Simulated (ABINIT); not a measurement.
Crystal: InP.

```
CELL_PARAMETERS angstrom
0.00000 2.93050 2.93050
2.93050 0.00000 2.93050
2.93050 2.93050 0.00000
ATOMIC_POSITIONS crystal
In 0.00000 0.00000 0.00000
P 0.75000 0.75000 0.75000
```

Program: ABINIT 10.8.3 (patched build). Alike in all runs: task single point; level r2SCAN; no spin polarisation; cell as given; k mesh 8 × 8 × 8; smearing fermi-dirac 0.05 eV. Hardware: 4 MPI ranks on Arm Neoverse V2, with other jobs on the host.

Task: Order these runs on this cell by their wall time, lowest first.
A. potentials or basis Ansatz NC r2SCAN; cutoff (eV) 1469
B. potentials or basis PseudoDojo NC SR PBE v0.4.1 standard; cutoff (eV) 1143
C. potentials or basis Ansatz PAW PBE default generated set, frozen core; cutoff (eV) 490; fine-grid cutoff 979.61 eV

Result: C (39 s), B (180 s), A (400 s).

Caveats: the atomic spheres overlap (some runs); a meta-GGA on potentials with a model core is unreliable (some runs).
